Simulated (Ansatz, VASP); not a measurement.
**One calculation of ZnO, two programs**

```
Zn O
1.0
    -1.62470   -2.81406    0.00000
     1.62470   -2.81406    0.00000
     0.00000    0.00000   10.40760
Zn O
4 4
Direct
  0.66667 0.66667 0.00000
  0.66667 0.66667 0.50000
  0.33333 0.33333 0.25000
  0.33333 0.33333 0.75000
  0.66667 0.66667 0.19105
  0.66667 0.66667 0.69105
  0.33333 0.33333 0.44105
  0.33333 0.33333 0.94105
```

Alike in both runs: task single point; functional PBE; k mesh 9 × 9 × 3; occupations gaussian, width 0.05 eV; no spin polarisation.

```csv
,VASP,Ansatz
version,VASP 6.6.1,Ansatz 0.2.0
potentials or method,"VASP PAW PBE potentials, release 64 (Zn, O)","scalar-relativistic, plane waves, PAW"
plane-wave cutoff (eV),520,420
valence electrons in the cell,72,72
```

```csv
,VASP,Ansatz,Ansatz less VASP
gap on the k mesh at the Fermi level (eV),0.79,0.80,+0.015
least direct gap on the mesh (eV),0.79,0.80,+0.015
pressure (GPa),6.0,4.9,-1.01
largest component of the traceless stress (GPa),0.17,0.20,+0.035
rms of the force components (eV/Å),0.019,0.018,-0.0009
```

Atom by atom the forces differ by 0.001 eV/Å (rms over components).
